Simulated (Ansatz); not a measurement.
## Ti₃Al (P-6m2), one atom moved along a line

Theory: Ansatz, DFT PBEsol, scalar-relativistic, plane waves, PAW. Settings: plane waves to 420 eV, k-mesh 18×18×6 (Γ-centred), Gaussian smearing 0.15 eV. No spin polarisation. Energies are free energies at this smearing, counted from the undisturbed cell; pressure is positive in compression.

Reference structure (relaxed at this level; it needn't be the usual structure):

```xyz
4
Lattice="2.8958 0.0000 0.0000 -1.4479 2.5078 0.0000 0.0000 0.0000 9.1394" Properties=species:S:1:pos:R:3 pbc="T T T"
Ti    1.4479    0.8359    0.0000
Ti    0.0000    1.6719    6.8653
Ti    0.0000    1.6719    2.2741
Al    1.4479    0.8359    4.5697
```

Atom 2 (Ti) is moved by x along the Cartesian unit vector (0.000, 0.000, 1.000); the cell and all other atoms stay fixed. The cell is metallic on the mesh throughout.

| x (Å) | ΔE (meV/cell) | force along x on the moved atoms (eV/Å) | pressure (GPa) |
| --- | --- | --- | --- |
| -0.3000 | 323.7 | ? | ? |
| -0.2000 | 141.6 | 1.42 | 0.7 |
| -0.1000 | ? | 0.71 | ? |
| 0.0000 | 0.0 | 0.00 | 0.0 |
| 0.0500 | 9.3 | -0.37 | 0.2 |
| 0.1000 | 37.5 | -0.76 | 0.4 |
| 0.1500 | 85.5 | -1.17 | 0.8 |
| 0.2000 | ? | -1.60 | ? |
| 0.2500 | 245.8 | -2.06 | 2.0 |
| 0.3000 | 360.8 | -2.55 | 2.7 |

Give the withheld values.

force along x on the moved atoms (eV/Å) at x (Å) = -0.3000: 2.24; pressure (GPa) at x (Å) = -0.3000: 1.7; ΔE (meV/cell) at x (Å) = -0.1000: 35.4; pressure (GPa) at x (Å) = -0.1000: 0.1; ΔE (meV/cell) at x (Å) = 0.2000: 154.5; pressure (GPa) at x (Å) = 0.2000: 1.3.

Cost: 10 runs of about 2.9 core-minutes in all, on Intel Xeon Platinum 8488C (Sapphire Rapids) (shared hosts).